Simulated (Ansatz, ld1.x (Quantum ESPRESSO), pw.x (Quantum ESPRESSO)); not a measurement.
## Equation-of-state test of one TM potential (Tc (Z = 43))

| Quantity | Value |
| --- | --- |
| Element | technetium |
| Generator | ld1.x (Quantum ESPRESSO) 7.5 |
| Type | norm-conserving Troullier–Martins (Kleinman–Bylander form) |
| Functional | PBE |
| Relativity | scalar-relativistic |
| Frozen core | [Kr] |
| Valence charge | 7 |
| Reference configuration | 4d5 5s1.75 5p0.25 |
| Partial waves | 5p (bound): rc 3.70 bohr; 4d (bound): rc 2.05 bohr; 5s (bound): rc 2.80 bohr |
| Local potential | the s channel |
| Core correction | none |

Crystal test: bcc Tc in pw.x 7.5, no spin, 15³ k-points, Fermi–Dirac smearing 0.01 Ry, cutoffs 60/240 Ry. The reference is all-electron LAPW (Ansatz 0.2.0) with the same functional, mesh and smearing; V0 and B0 come from Birch–Murnaghan fits to the pressures at five volumes. Errors are pseudo minus all-electron; Δ is the rms difference of the E(V) curves that follow from these fits, minima aligned, over ±6 % about the mean V0. Mesh and smearing are coarse, so the numbers serve the comparison and aren't converged zero-temperature values; the lattice is a test structure that the element need not adopt.

All-electron: a0 = 3.083 Å (V0 = 14.65 Å³/atom), B0 = 289.0 GPa.

How far does the potential miss the all-electron equation of state?

mean pressure error (GPa): +24.38. The pressure does not cross zero within the volumes sampled, so no fit is given. The largest radius (3.70 bohr) exceeds half the bond length (2.52 bohr), so the spheres overlap, which is one possible source of error among others. This is a poor potential for the solid.

| V (Å³/atom) | P all-electron (GPa) | P pseudo (GPa) |
| --- | --- | --- |
| 13.899 | 17.20 | 46.35 |
| 14.265 | 8.23 | 34.74 |
| 14.631 | 0.42 | 24.56 |
| 14.997 | -6.37 | 15.64 |
| 15.363 | -12.28 | 7.82 |

At the middle volume, how do free energy and pressure move when the wave cutoff is lowered (ecutrho kept at four times it)?

```
cutoff (Ry)  shift of F (meV/atom)  shift of P (GPa)
         27                +3151.5           -137.05
         36                 +288.3            -22.17
         48                   +2.6             -0.28
```

The run at the middle volume (120 k-points, 7 iterations) took about 6.9 s on one core of a shared host (Neoverse-V2, 96 threads, 742 GiB, load 52).
